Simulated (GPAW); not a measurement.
TiSi in GPAW: the effect of target pressure

Crystal: TiSi.

```
Ti Si
1.0
     1.81618   -2.11762    0.00000
     1.81618    2.11762    0.00000
     0.00000    0.00000    3.80393
Ti Si
1 1
Direct
  0.50000 0.50000 0.00000
  0.00000 0.00000 0.50000
```

The cell comes from a database or a generator and needn't be the stable form of this composition.

Alike in all runs:

```yaml
Program: GPAW 26.7.0
Task: relaxation of cell and atoms
Functional: PBEsol
Potentials_or_basis: PAW data sets generated in the run's folder for this functional
Cutoff: 600 eV
Basis: pw
k_mesh: 8 × 8 × 6
Occupations: fermi-dirac, width 0.05 eV
Spin: no spin polarisation
```

Each run relaxes the cell or the atoms first.

```tsv
target pressure	target pressure	relaxed volume (Å³/atom)
0 GPa	-	?
2 GPa	2 GPa	13.93
5 GPa	5 GPa	13.68
10 GPa	10 GPa	13.27
20 GPa	20 GPa	12.64
30 GPa	30 GPa	12.14
```

Q: What does the run with target pressure 0 GPa give?

A: Relaxed volume 14.11 Å³/atom.

Worked out: In Murnaghan's law V^(-B') rises as a straight line in P. The other rows fit best with B' = 4.6, V0 = 14.14 Å³/atom and B0 = 136 GPa, which gives 14.14 Å³/atom at 0 GPa, against the run's 14.11.

Caveats: later steps reuse the first step's grids; the volume moved by over 15 % at a fixed basis, so the end points are rough (some runs).
